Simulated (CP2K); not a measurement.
Here is a CP2K 2026.2 calculation.

The input ge_vcrelax.inp:

```
&GLOBAL
  PROJECT ge_vcrelax
  RUN_TYPE CELL_OPT
  PRINT_LEVEL LOW
&END GLOBAL
&FORCE_EVAL
  METHOD QS
  STRESS_TENSOR ANALYTICAL
  &DFT
    BASIS_SET_FILE_NAME BASIS_MOLOPT_UZH
    POTENTIAL_FILE_NAME POTENTIAL_UZH
    &MGRID
      CUTOFF 450
      REL_CUTOFF 60
      NGRIDS 4
    &END MGRID
    &QS
      METHOD GPW
      EPS_DEFAULT 1.0E-9
      EXTRAPOLATION USE_PREV_P
    &END QS
    &KPOINTS
      SCHEME MONKHORST-PACK 9 9 9
      GAMMA_CENTERED T
    &END KPOINTS
    &SCF
      SCF_GUESS ATOMIC
      EPS_SCF 1.0E-6
      MAX_SCF 100
      ADDED_MOS 8
      CHOLESKY OFF
      EPS_EIGVAL 1.0E-7
      &DIAGONALIZATION ON
        ALGORITHM STANDARD
      &END DIAGONALIZATION
      &MIXING ON
        METHOD BROYDEN_MIXING
        ALPHA 0.4
        BETA 1.5
        NBUFFER 8
      &END MIXING
      &SMEAR ON
        METHOD FERMI_DIRAC
        ELECTRONIC_TEMPERATURE [K] 116.045
      &END SMEAR
    &END SCF
    &XC
      &XC_FUNCTIONAL
        &GGA_X_PBE
        &END GGA_X_PBE
        &GGA_C_PBE
        &END GGA_C_PBE
      &END XC_FUNCTIONAL
    &END XC
    &PRINT
      &KPOINTS ON
      &END KPOINTS
      &MULLIKEN ON
        &EACH
          CELL_OPT 0
        &END EACH
        ADD_LAST NUMERIC
      &END MULLIKEN
      &MO ON
        ENERGIES T
        OCCUPATION_NUMBERS T
        &EACH
          QS_SCF 0
          CELL_OPT 0
        &END EACH
        ADD_LAST NUMERIC
      &END MO
    &END PRINT
  &END DFT
  &SUBSYS
    &CELL
      A 2.9466647426 0.0000000000 0.0000000000
      B -0.5651224777 2.8919664055 0.0000000000
      C -1.1907711324 -1.4459832027 2.2746493780
      PERIODIC XYZ
    &END CELL
    &COORD
      Ge  1.1907711324 1.4459832027 0.0000000000
    &END COORD
    &KIND Ge
      BASIS_SET TZVP-MOLOPT-PBE-GTH-q4
      POTENTIAL GTH-PBE-q4
    &END KIND
    &PRINT
      &ATOMIC_COORDINATES ON
      &END ATOMIC_COORDINATES
      &CELL ON
      &END CELL
    &END PRINT
  &END SUBSYS
  &PRINT
    &FORCES ON
    &END FORCES
    &STRESS_TENSOR ON
    &END STRESS_TENSOR
  &END PRINT
&END FORCE_EVAL
&MOTION
  &CELL_OPT
    OPTIMIZER BFGS
    MAX_ITER 40
    MAX_FORCE [eV*angstrom^-1] 0.03
    RMS_FORCE [eV*angstrom^-1] 0.03
    MAX_DR 1.0E-2
    RMS_DR 1.0E-2
    EXTERNAL_PRESSURE [bar] 0.0
    PRESSURE_TOLERANCE [bar] 300
    KEEP_SPACE_GROUP T
  &END CELL_OPT
  &PRINT
    &TRAJECTORY ON
    &END TRAJECTORY
    &CELL ON
    &END CELL
    &FORCES ON
    &END FORCES
    &STRESS ON
    &END STRESS
    &RESTART OFF
    &END RESTART
    &RESTART_HISTORY OFF
    &END RESTART_HISTORY
  &END PRINT
&END MOTION
```

Potentials or basis: POTENTIAL_UZH Ge GTH-PBE-q4; TZVP-MOLOPT-PBE-GTH basis.

The run is started by

```sh
$ OMP_NUM_THREADS=1 cp2k.psmp -i ge_vcrelax.inp -o ge_vcrelax.out
```

Predict the band gap on the k mesh.

none (metal or under the smearing width).

Stress tensor (GPa, compression positive):
```
 0.19 -0.12  1.83
-0.12 -0.29  2.19
 1.83  2.19 -0.08
```

Caveat: more than 0.5 GPa of stress was left at the end, so the final cell isn't listed; the basis of atomic orbitals isn't converged, which shifts pressures, moduli and gaps.
